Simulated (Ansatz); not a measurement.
## CoO under changes of volume

One of the cells (11.411 Å³/atom); the others are scaled copies at fixed shape and fractional positions:

```
Co O
1.0
     1.60222    0.92504    2.56647
    -1.60222    0.92504    2.56647
     0.00000   -1.85008    2.56647
Co O
1 1
Direct
  0.99898 0.99898 0.99898
  0.75102 0.75102 0.75102
```

Measurements of this composition are mostly on another form, of space group No. 225.

- Program: Ansatz 0.2.0
- Functional: LDA
- Potentials or basis: Ansatz PAW
- Cutoff: 420 eV (not typed: the program's choice for these potentials)
- k mesh: 10 × 10 × 10
- Occupations: fermi-dirac, width 0.05 eV
- Spin: collinear spin, ferromagnetic start
- Starting moments: [2.0, 0.0] μB

```tsv
volume (Å³/atom)	energy over the lowest point (meV/atom)	pressure (GPa)	moment (μB per cell)	largest force (eV/Å)
10.727	0.00	-13.8	1.90	0.274
10.955	19.86	-13.1	2.33	0.247
11.183	39.42	-14.4	2.50	0.217
11.411	60.97	-15.8	2.64	0.190
11.640	84.49	-17.3	2.74	0.165
11.868	110.03	-18.8	2.82	0.141
12.096	?	?	?	?
```

Question: What does the run at 12.096 Å³/atom give?

Answer: Energy over the lowest point 137.72 meV/atom; pressure -20.2 GPa; moment 2.88 μB per cell; largest force 0.122 eV/Å.

Worked out: A Birch-Murnaghan fit of order 3 (a polynomial in V^(-2/3)) to the other rows has no minimum within the range. It gives 138.70 meV/atom at 12.096 Å³/atom, against the run's 137.72, and -dE/dV = -21.2 GPa, against -20.2. A parabola through the other rows of the moment, of slope -0.366 μB per Å³/atom there, extrapolates to 2.75 μB, against the run's 2.88.

Energies are extrapolated to zero smearing.

Caveats: a cell with one magnetic atom can't hold antiferromagnetic order, which such compounds often take; the PAW data sets come from PBE, with cores solved anew for the run's functional, which leaves a small shift of forces and pressure.
